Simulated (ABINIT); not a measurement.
# Co (P6_3/mmc) in ABINIT: further runs

The runs below take Co through single point, with PBEsol, PBE, LDA.

Everything below comes from runs of ABINIT 10.8.3 (patched build). Logs are shortened: lines on timing, memory, paths and dates and some standing lists are left out, and cuts for length are marked. The log counts tension as positive stress, the text compression.

## (1) The structure

Symmetry: P6_3/mmc, No. 194, hexagonal system. Conventional cell: a = 2.472 Å, b = 2.472 Å, c = 4.021 Å, α = 90.00°, β = 90.00°, γ = 120.00°. Co (site symmetry -6m2) has 12 Co at 2.47 Å as nearest neighbours.

## (2) Single point, PBEsol, collinear spin, ferromagnetic start

File run.abi:

```
# Pseudopotentials
pp_dirpath "./"
pseudos "Co.GGA_PBE-JTH.xml"

# Structure
acell 2.4719999032 2.4719999032 4.02114408 Angstrom
rprim
     1.0000000000     0.0000000000     0.0000000000
    -0.5000000000     0.8660254038     0.0000000000
     0.0000000000     0.0000000000     1.0000000000
ntypat 1
znucl 27
natom 2
typat 1 1
xred
     0.6666666667     0.3333333333     0.7500000000
     0.3333333333     0.6666666667     0.2500000000

# Plane-wave basis
ecut 26.0
pawecutdg 48.0

# k points
kptopt 1
ngkpt 10 10 6
nshiftk 1
shiftk 0.0 0.0 0.0

# Exchange and correlation
ixc -116133

# Bands and occupations
nband 22
occopt 3
tsmear 0.05 eV

# Spin
nsppol 2
spinat
     0.0000000000     0.0000000000     2.0000000000
     0.0000000000     0.0000000000     2.0000000000

# SCF cycle
nstep 100
tolvrs 1.0e-9

# Output
iomode 3
prtwf 0
prtden 0
prteig 0
prtebands 0
```

Potentials or basis: JTH PAW PBE v2.0.

Launch:

```sh
> abinit run.abi > log 2>&1
```

run.abo:

```text
.Version 10.8.3 of ABINIT
 Symmetries : space group P6_3/m m c (#194); Bravais hP (primitive hexag.)
================================================================================
 Values of the parameters that define the memory need of the present run
     intxc =       0    ionmov =       0      iscf =      17    lmnmax =      18
     lnmax =       6     mgfft =      36  mpssoang =       3    mqgrid =    3001
     natom =       2  nloc_mem =       2    nspden =       2   nspinor =       1
    nsppol =       2      nsym =      24    n1xccc =       1    ntypat =       1
    occopt =       3   xclevel =       2
       mpw =         924          nfft =       20736          nkpt =          56
 PAW method is used; the additional fine FFT grid is defined by:
   mgfftf=        48    nfftf =     43200
================================================================================
================================================================================

--------------------------------------------------------------------------------
------------- Echo of variables that govern the present computation ------------
--------------------------------------------------------------------------------
 -outvars: echo values of preprocessed input variables --------
            acell      4.6714028003E+00  4.6714028003E+00  7.5988610240E+00 Bohr
              amu      5.89332000E+01
             ecut      2.60000000E+01 Hartree
                       outvar_i_n : Printing only first  50 k-points.
              ixc     -116133
                       outvar_i_n : Printing only first  50 k-points.
         kptrlatt       10    0    0      0   10    0      0    0    6
          kptrlen      4.55931661E+01
            natom           2
            nband          22
            ngfft          24      24      36
          ngfftdg          30      30      48
             nkpt          56
           nspden           2
           nsppol           2
            nstep         100
             nsym          24
           ntypat           1
                       prtocc : prtvol=0, do not print more k-points.
                       1.000000  1.000000  1.000000  1.000000  1.000000  1.000000
                       1.000000  1.000000  1.000000  1.000000  1.000000  1.000000
                       1.000000  1.000000  1.000000  1.000000  1.000000  0.000000
                       0.000000  0.000000  0.000000  0.000000
                       1.000000  1.000000  1.000000  1.000000  1.000000  1.000000
                       1.000000  1.000000  1.000000  1.000000  1.000000  1.000000
                       1.000000  1.000000  1.000000  1.000000  1.000000  0.000000
                       0.000000  0.000000  0.000000  0.000000
                       1.000000  1.000000  1.000000  1.000000  1.000000  1.000000
                       1.000000  1.000000  1.000000  1.000000  1.000000  1.000000
                       1.000000  1.000000  1.000000  1.000000  1.000000  0.000000
                       0.000000  0.000000  0.000000  0.000000
                       1.000000  1.000000  1.000000  1.000000  1.000000  1.000000
                       1.000000  1.000000  1.000000  1.000000  1.000000  1.000000
                       1.000000  1.000000  1.000000  1.000000  1.000000  0.000000
                       0.000000  0.000000  0.000000  0.000000
                       1.000000  1.000000  1.000000  1.000000  1.000000  1.000000
[... 358 lines left out ...]
   0.18941    0.33214    0.42842    0.43055    0.43055    0.44231    0.44231    0.45650
   0.45650    0.49786    0.49786    0.51630    0.76084    1.33518
      occupation numbers for kpt#   1
   1.00000    1.00000    1.00000    1.00000    1.00000    1.00000    1.00000    1.00000
   1.00000    1.00000    1.00000    1.00000    1.00000    1.00000    1.00000    1.00000
   1.00000    1.00000    1.00000    0.99516    0.00000    0.00000
 prteigrs : prtvol=0 or 1, do not print more k-points.

 Eigenvalues (hartree) for nkpt=  56  k points, SPIN DOWN:
 kpt#   1, nband= 22, wtk=  0.00167, kpt=  0.0000  0.0000  0.0000 (reduced coord)
  -2.91725   -2.91483   -1.58011   -1.56785   -1.56785   -1.56611   -1.56589   -1.56589
   0.19204    0.36775    0.48896    0.49155    0.49155    0.50531    0.50531    0.51731
   0.52219    0.52219    0.56797    0.56797    0.80063    1.32852
      occupation numbers for kpt#   1
   1.00000    1.00000    1.00000    1.00000    1.00000    1.00000    1.00000    1.00000
   1.00000    1.00000    1.00000    1.00000    1.00000    0.99999    0.99999    0.99162
   0.89288    0.89288    0.00000    0.00000    0.00000    0.00000
 prteigrs : prtvol=0 or 1, do not print more k-points.

--- !EnergyTerms
iteration_state     : {dtset: 1, }
comment             : Components of total free energy in Hartree
kinetic             :  2.35794155450564E+01
hartree             :  6.79406259345066E+01
xc                  : -6.28243970758855E+00
Ewald energy        : -2.00818620301223E+02
psp_core            :  7.15981754359691E+00
local_psp           : -2.35312448987987E+02
PAW spherical_terms :  5.10983104691617E+01
internal            : -2.92635339504477E+02
'-kT*entropy'       : -5.59335276531752E-04
total_energy        : -2.92635898839754E+02
total_energy_eV     : -7.96302847276836E+03
...

--- !EnergyTermsDC
iteration_state     : {dtset: 1, }
comment             : '"Double-counting" decomposition of free energy'
band_energy         : -2.32816535114285E+01
Ewald energy        : -2.00818620301223E+02
psp_core            :  7.15981754359691E+00
xc_dc               : -6.60078224738689E+01
PAW spherical_terms : -9.68706103208016E+00
internal            : -2.92635339775004E+02
'-kT*entropy'       : -5.59335276531752E-04
total_energy_dc     : -2.92635899110280E+02
total_energy_dc_eV  : -7.96302848012977E+03
...

--- !EnergyTermsWithPAWCore
iteration_state     : {dtset: 1, }
comment             : 'Components of total free energy, including PAW core contributions'
Total energy        : -2.78446254296544E+03
Total energy DC     : -2.78446254323596E+03
Total energy (eV)   : -7.57690857440990E+04
Total energy DC (eV): -7.57690857514604E+04
...

 Cartesian components of stress tensor (hartree/bohr^3)
  sigma(1 1)=  1.06344936E-04  sigma(3 2)=  0.00000000E+00
  sigma(2 2)=  1.06344935E-04  sigma(3 1)=  0.00000000E+00
  sigma(3 3)=  1.97129427E-04  sigma(2 1)=  0.00000000E+00

-Cartesian components of stress tensor (GPa)         [Pressure= -4.0191E+00 GPa]
- sigma(1 1)=  3.12877605E+00  sigma(3 2)=  0.00000000E+00
- sigma(2 2)=  3.12877600E+00  sigma(3 1)=  0.00000000E+00
- sigma(3 3)=  5.79974797E+00  sigma(2 1)=  0.00000000E+00

== END DATASET(S) ==============================================================
================================================================================

 -outvars: echo values of variables after computation  --------
            acell      4.6714028003E+00  4.6714028003E+00  7.5988610240E+00 Bohr
           etotal     -2.9263589911E+02
            fcart     -2.5938468640E-28 -1.4975581852E-28 -0.0000000000E+00
                       2.5938468640E-28  1.4975581852E-28 -0.0000000000E+00
            rprim      1.0000000000E+00  0.0000000000E+00  0.0000000000E+00
                      -5.0000000000E-01  8.6602540380E-01  0.0000000000E+00
                       0.0000000000E+00  0.0000000000E+00  1.0000000000E+00
           strten      1.0634493640E-04  1.0634493461E-04  1.9712942688E-04
                       0.0000000000E+00  0.0000000000E+00  0.0000000000E+00
           xangst      1.2359999516E+00  7.1360490479E-01  3.0158580600E+00
                       3.2314526188E-17  1.4272098096E+00  1.0052860200E+00
             xred      6.6666666667E-01  3.3333333333E-01  7.5000000000E-01
                       3.3333333333E-01  6.6666666667E-01  2.5000000000E-01
 Calculation completed.
```

Wall time 1.7 min (1 thread of Arm Neoverse V1, shared host); peak memory 0.16 GiB.

Results:

| Property | Result |
| --- | --- |
| Free energy | -7963.0285 eV |
| Pressure | -4.0 GPa |
| Band gap on the k mesh | none (metal or under the smearing width) |
| Net moment | 3.29 μB per cell |
| Site moments | Co +1.71 μB |
| Valence electrons inside the program's atomic spheres | Co 15.57 (radii [1.1161] Å) |

Stress tensor (GPa, compression positive):
```
-3.13  0.00  0.00
 0.00 -3.13  0.00
 0.00  0.00 -5.80
```

Caveat: the PAW data sets were made with another functional, which shifts forces and pressure a little.

## (3) Single point, PBE, collinear spin, ferromagnetic start

File run.abi:

```
pp_dirpath "./"
pseudos "Co.GGA_PBE-JTH.xml"

acell 3*1.0 Angstrom
rprim
     2.4719999032     0.0000000000     0.0000000000
    -1.2359999516     2.1408147143     0.0000000000
     0.0000000000     0.0000000000     4.0211440800
ntypat 1
znucl 27
natom 2
typat 1 1
xred
     0.6666666667     0.3333333333     0.7500000000
     0.3333333333     0.6666666667     0.2500000000

ecut 707.496042 eV
pawecutdg 48.0

kptopt 1
ngkpt 5 5 3
nshiftk 1
shiftk 0.0 0.0 0.0

ixc 11

nband 22
occopt 3
tsmear 0.05 eV

nsppol 2
spinat
     0.0000000000     0.0000000000     2.0000000000
     0.0000000000     0.0000000000     2.0000000000

nstep 100
tolvrs 1.0e-9

iomode 3
prtwf 0
prtden 0
prteig 0
prtebands 0
```

Potentials or basis: JTH PAW PBE v2.0.

Launch:

```sh
> abinit run.abi > log 2>&1
```

It took 26 s on 1 thread of Arm Neoverse V1, shared host; peak memory 0.12 GiB.

The run converged. Its results:

| Property | Result |
| --- | --- |
| Free energy | -7967.8751 eV |
| Pressure | 7.2 GPa |
| Band gap on the k mesh | none (metal or under the smearing width) |
| Net moment | 3.49 μB per cell |
| Site moments | Co +1.79 μB |
| Valence electrons inside the program's atomic spheres | Co 15.57 (radii [1.1161] Å) |

Stress tensor (GPa, compression positive):
```
9.57 0.00 0.00
0.00 9.57 0.00
0.00 0.00 2.49
```

Levels at points of the mesh, in eV from the Fermi level:
Spin up:
| k point | band 17 | band 18 | band 19 | band 20 | band 21 | band 22 |
| --- | --- | --- | --- | --- | --- | --- |
| (0.00, 0.00, 0.00) | -1.97 | -0.86 | -0.86 | -0.27 | 6.36 | 21.99 |
Spin down:
| k point | band 13 | band 14 | band 15 | band 16 | band 17 | band 18 |
| --- | --- | --- | --- | --- | --- | --- |
| (0.00, 0.00, 0.00) | -0.89 | -0.52 | -0.52 | -0.23 | -0.09 | -0.09 |

Caveat: the k mesh is coarse (spacing up to 0.59 Å⁻¹), so the values aren't converged.

## (4) Single point, LDA, collinear spin, ferromagnetic start

File run.abi:

```
pp_dirpath "./"
pseudos "Co.LDA_PW-JTH.xml"

acell 2.4719999032 2.4719999032 4.02114408 Angstrom
rprim
     1.0000000000     0.0000000000     0.0000000000
    -0.5000000000     0.8660254038     0.0000000000
     0.0000000000     0.0000000000     1.0000000000
ntypat 1
znucl 27
natom 2
typat 1 1
xred
     0.6666666667     0.3333333333     0.7500000000
     0.3333333333     0.6666666667     0.2500000000

ecut 20.0
pawecutdg 40.0

kptopt 1
ngkpt 10 10 6
nshiftk 1
shiftk 0.0 0.0 0.0

ixc 7

nband 22
occopt 3
tsmear 0.05 eV

nsppol 2
spinat
     0.0000000000     0.0000000000     2.0000000000
     0.0000000000     0.0000000000     2.0000000000

nstep 100
tolvrs 1.0e-9

iomode 3
prtwf 0
prtden 0
prteig 0
prtebands 0
enunit 2
```

Potentials or basis: JTH PAW LDA v2.0.

Launch:

```sh
> abinit run.abi > log 2>&1
```

run.abo:

```text
.Version 10.8.3 of ABINIT
 Symmetries : space group P6_3/m m c (#194); Bravais hP (primitive hexag.)
================================================================================
 Values of the parameters that define the memory need of the present run
     intxc =       0    ionmov =       0      iscf =      17    lmnmax =      18
     lnmax =       6     mgfft =      32  mpssoang =       3    mqgrid =    3001
     natom =       2  nloc_mem =       2    nspden =       2   nspinor =       1
    nsppol =       2      nsym =      24    n1xccc =       1    ntypat =       1
    occopt =       3   xclevel =       1
       mpw =         622          nfft =       12800          nkpt =          56
 PAW method is used; the additional fine FFT grid is defined by:
   mgfftf=        45    nfftf =     40500
================================================================================
================================================================================

--------------------------------------------------------------------------------
------------- Echo of variables that govern the present computation ------------
--------------------------------------------------------------------------------
 -outvars: echo values of preprocessed input variables --------
            acell      4.6714028003E+00  4.6714028003E+00  7.5988610240E+00 Bohr
              amu      5.89332000E+01
             ecut      2.00000000E+01 Hartree
           enunit           2
                       outvar_i_n : Printing only first  50 k-points.
              ixc           7
                       outvar_i_n : Printing only first  50 k-points.
         kptrlatt       10    0    0      0   10    0      0    0    6
          kptrlen      4.55931661E+01
            natom           2
            nband          22
            ngfft          20      20      32
          ngfftdg          30      30      45
             nkpt          56
           nspden           2
           nsppol           2
            nstep         100
             nsym          24
           ntypat           1
                       prtocc : prtvol=0, do not print more k-points.
                       1.000000  1.000000  1.000000  1.000000  1.000000  1.000000
                       1.000000  1.000000  1.000000  1.000000  1.000000  1.000000
                       1.000000  1.000000  1.000000  1.000000  1.000000  0.000000
                       0.000000  0.000000  0.000000  0.000000
                       1.000000  1.000000  1.000000  1.000000  1.000000  1.000000
                       1.000000  1.000000  1.000000  1.000000  1.000000  1.000000
                       1.000000  1.000000  1.000000  1.000000  1.000000  0.000000
[... 399 lines left out ...]
 kpt#   1, nband= 22, wtk=  0.00167, kpt=  0.0000  0.0000  0.0000 (reduced coord)
 -78.98680  -78.91929  -42.87821  -42.54894  -42.54894  -42.49656  -42.49656  -42.49524
   5.29909    9.96414   13.19362   13.25758   13.25758   13.62739   13.62739   14.08599
  14.08599   14.20032   15.33515   15.33515   21.73411   36.32606
 prteigrs : prtvol=0 or 1, do not print more k-points.

--- !EnergyTerms
iteration_state     : {dtset: 1, }
comment             : Components of total free energy in Hartree
kinetic             :  2.36820818974954E+01
hartree             :  6.79039093295776E+01
xc                  : -6.31196919704158E+00
Ewald energy        : -2.00818620301223E+02
psp_core            :  6.91309527820498E+00
local_psp           : -2.34589132439302E+02
PAW spherical_terms :  5.01488524294241E+01
internal            : -2.93071783002865E+02
'-kT*entropy'       : -6.28406237228966E-04
total_energy        : -2.93072411409102E+02
total_energy_eV     : -7.97490658489413E+03
...

--- !EnergyTermsDC
iteration_state     : {dtset: 1, }
comment             : '"Double-counting" decomposition of free energy'
band_energy         : -2.31461593435304E+01
Ewald energy        : -2.00818620301223E+02
psp_core            :  6.91309527820498E+00
xc_dc               : -6.59557581017683E+01
PAW spherical_terms : -1.00643417670018E+01
internal            : -2.93071784235319E+02
'-kT*entropy'       : -6.28406237228966E-04
total_energy_dc     : -2.93072412641556E+02
total_energy_dc_eV  : -7.97490661843091E+03
...

--- !EnergyTermsWithPAWCore
iteration_state     : {dtset: 1, }
comment             : 'Components of total free energy, including PAW core contributions'
Total energy        : -2.78224186907227E+03
Total energy DC     : -2.78224187030473E+03
Total energy (eV)   : -7.57086581290657E+04
Total energy DC (eV): -7.57086581626025E+04
...

 Cartesian components of stress tensor (hartree/bohr^3)
  sigma(1 1)=  5.61994086E-04  sigma(3 2)=  0.00000000E+00
  sigma(2 2)=  5.61994084E-04  sigma(3 1)=  0.00000000E+00
  sigma(3 3)=  6.56368466E-04  sigma(2 1)=  0.00000000E+00

-Cartesian components of stress tensor (GPa)         [Pressure= -1.7460E+01 GPa]
- sigma(1 1)=  1.65344368E+01  sigma(3 2)=  0.00000000E+00
- sigma(2 2)=  1.65344368E+01  sigma(3 1)=  0.00000000E+00
- sigma(3 3)=  1.93110270E+01  sigma(2 1)=  0.00000000E+00

== END DATASET(S) ==============================================================
================================================================================

 -outvars: echo values of variables after computation  --------
            acell      4.6714028003E+00  4.6714028003E+00  7.5988610240E+00 Bohr
           etotal     -2.9307241264E+02
            fcart      0.0000000000E+00 -1.3311628312E-28  2.3779927217E-21
                       0.0000000000E+00  1.3311628312E-28 -2.3779927217E-21
            rprim      1.0000000000E+00  0.0000000000E+00  0.0000000000E+00
                      -5.0000000000E-01  8.6602540380E-01  0.0000000000E+00
                       0.0000000000E+00  0.0000000000E+00  1.0000000000E+00
           strten      5.6199408557E-04  5.6199408382E-04  6.5636846606E-04
                       0.0000000000E+00  0.0000000000E+00  0.0000000000E+00
           xangst      1.2359999516E+00  7.1360490479E-01  3.0158580600E+00
                       3.2314526188E-17  1.4272098096E+00  1.0052860200E+00
             xred      6.6666666667E-01  3.3333333333E-01  7.5000000000E-01
                       3.3333333333E-01  6.6666666667E-01  2.5000000000E-01
 Calculation completed.
```

It took 50 s on 1 thread of Arm Neoverse V1, shared host; peak memory 0.1 GiB.

Results:

| Quantity | Value |
| --- | --- |
| Free energy | -7974.9066 eV |
| Band gap on the k mesh | none (metal or under the smearing width) |
| Net moment | 3.21 μB per cell |
| Site moments | Co +1.66 μB |
| Valence electrons inside the program's atomic spheres | Co 15.58 (radii [1.1161] Å) |

Caveat: the cutoff is too short for stress, so the log's stress isn't used.

[end of part 1 of 2]
